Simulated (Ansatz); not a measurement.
CdS (Greenockite) under changes of volume

One of the cells (25.121 Å³/atom); the others are scaled copies at fixed shape and fractional positions:

```
CELL_PARAMETERS angstrom
4.15000 0.00000 0.00000
-2.07500 3.59401 0.00000
0.00000 0.00000 6.73700
ATOMIC_POSITIONS crystal
Cd 0.66667 0.33333 0.50000
Cd 0.33333 0.66667 0.00000
S 0.66667 0.33333 0.87500
S 0.33333 0.66667 0.37500
```

- Program: Ansatz 0.2.0
- Functional: PBE
- Potentials or basis: Ansatz PAW
- Cutoff: 420 eV (not typed: the program's choice for these potentials)
- k mesh: 7 × 7 × 4
- Occupations: fermi-dirac, width 0.05 eV
- Spin: no spin polarisation

```tsv
volume (Å³/atom)	energy over the lowest point (meV/atom)	pressure (GPa)	gap on the mesh (eV)	largest force (eV/Å)
23.614	44.90	6.5	1.34	0.081
24.116	27.13	4.9	1.29	0.076
24.618	14.22	3.4	1.24	0.072
25.121	5.69	2.1	1.20	0.068
25.623	1.09	0.9	1.15	0.064
26.126	0.00	-0.2	1.10	0.060
26.628	?	?	?	?
```

Q: What does the run at 26.628 Å³/atom give?

A: Energy over the lowest point 2.08 meV/atom; pressure -1.1 GPa; gap on the mesh 1.06 eV; largest force 0.057 eV/Å.

Worked out: A Birch-Murnaghan fit of order 3 (a polynomial in V^(-2/3)) to the other rows has its minimum at 26.04 Å³/atom with B0 = V·E''(V) = 53 GPa and B' = 4.6 at fixed shape and positions, which overstates the stiffness. It gives 2.07 meV/atom at 26.628 Å³/atom, against the run's 2.08, and -dE/dV = -1.1 GPa, against -1.1. A straight line through the other rows of the gap, of slope -2.35 eV per unit of ln V (its deformation potential), extrapolates to 1.06 eV, against the run's 1.06.

Energies are extrapolated to zero smearing.

Caveats: odd divisions of the mesh miss points on the zone boundary, where band edges often lie, so the gap on the mesh can be too wide.

Spin-orbit coupling on Cd is left out.
